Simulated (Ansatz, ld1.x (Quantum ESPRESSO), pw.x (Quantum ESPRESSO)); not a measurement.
## What a changed setting does to a pw.x run (bcc Re)

Potential: norm-conserving RRKJ (Kleinman–Bylander form), ld1.x (Quantum ESPRESSO) 7.5, PBE; core [Xe] 4f14, reference 5d6 6s1 6p0; waves: 6p (bound, empty): rc 2.65 bohr; 5d (bound): rc 2.00 bohr; 5f channel at -0.2 Ry: rc 2.40 bohr; 6s (bound): rc 2.85 bohr; local part: the s channel; core correction: Bessel-smoothed model core, default radius (core density twice the valence density); rho0 0.005.

The reference run (k-mesh 15³, cutoffs 50/200 Ry, Fermi–Dirac 0.01 Ry, mixing_beta 0.4, conv_thr 1e-9, no spin) gives -1.26 GPa at 15.081 Å³/atom, where all-electron LAPW gives 0.89 GPa. This run, with its own iteration cap, changes startingwfc to random.

```
&control
  calculation='scf', prefix='x', pseudo_dir='./', outdir='./tmp', tstress=.true., disk_io='none'
/
&system
  ibrav=0, nat=1, ntyp=1, ecutwfc=50, ecutrho=200, nbnd=11,
  occupations='smearing', smearing='fd', degauss=0.01
/
&electrons
  conv_thr=1e-09, mixing_beta=0.4, electron_maxstep=60, startingwfc='random'
/
ATOMIC_SPECIES
Re 1.0 Re.UPF
CELL_PARAMETERS angstrom
  -1.55640774 1.55640774 1.55640774
  1.55640774 -1.55640774 1.55640774
  1.55640774 1.55640774 -1.55640774
ATOMIC_POSITIONS crystal
Re 0.0000 0.0000 0.0000
K_POINTS automatic
15 15 15 0 0 0
```

```bash
pw.x < Re.scf.in > Re.scf.out
```

Question: How does the run end?

Answer: It converges in 6 iterations; the free energy moves by +0.0 meV/atom and the pressure by +0.00 GPa. The result is that of the reference run.

```
Message from routine setup:
     using ibrav=0 with symmetry is DISCOURAGED, use correct ibrav instead
     lattice parameter (alat)  =       5.0943  a.u.
     unit-cell volume          =     101.7716 (a.u.)^3
     number of electrons       =         7.00
     number of Kohn-Sham states=           11
     kinetic-energy cutoff     =      50.0000  Ry
     charge density cutoff     =     200.0000  Ry
     scf convergence threshold =      1.0E-09
     Exchange-correlation= PBE
     number of k points=   120  Fermi-Dirac smearing, width (Ry)=  0.0100
     iteration #  1     ecut=    50.00 Ry     beta= 0.40
     total energy              =     -54.26652521 Ry
     estimated scf accuracy    <       0.12887224 Ry
     iteration #  2     ecut=    50.00 Ry     beta= 0.40
     total energy              =     -54.26629499 Ry
     estimated scf accuracy    <       0.01812666 Ry
     iteration #  3     ecut=    50.00 Ry     beta= 0.40
     total energy              =     -54.26949027 Ry
     estimated scf accuracy    <       0.00021542 Ry
     iteration #  4     ecut=    50.00 Ry     beta= 0.40
     total energy              =     -54.26952123 Ry
     estimated scf accuracy    <       0.00001334 Ry
     iteration #  5     ecut=    50.00 Ry     beta= 0.40
     total energy              =     -54.26952337 Ry
     estimated scf accuracy    <       0.00000005 Ry
     iteration #  6     ecut=    50.00 Ry     beta= 0.40
     the Fermi energy is    17.4395 ev
!    total energy              =     -54.26952342 Ry
     estimated scf accuracy    <          7.7E-10 Ry
     smearing contrib. (-TS)   =      -0.00527303 Ry
     The total energy is F=E-TS. E is the sum of the following terms:
     one-electron contribution =      14.65608751 Ry
     hartree contribution      =       0.45036391 Ry
     xc contribution           =     -39.05596851 Ry
     ewald contribution        =     -30.31473329 Ry
     convergence has been achieved in   6 iterations
          total   stress  (Ry/bohr**3)                   (kbar)     P=      -12.65
     Message from routine punch:
     Nothing written, as per user request (disk_io='none')
```

The run took about 7.1 s on one core of a shared host (Neoverse-V2, 96 threads, 742 GiB, load 42).
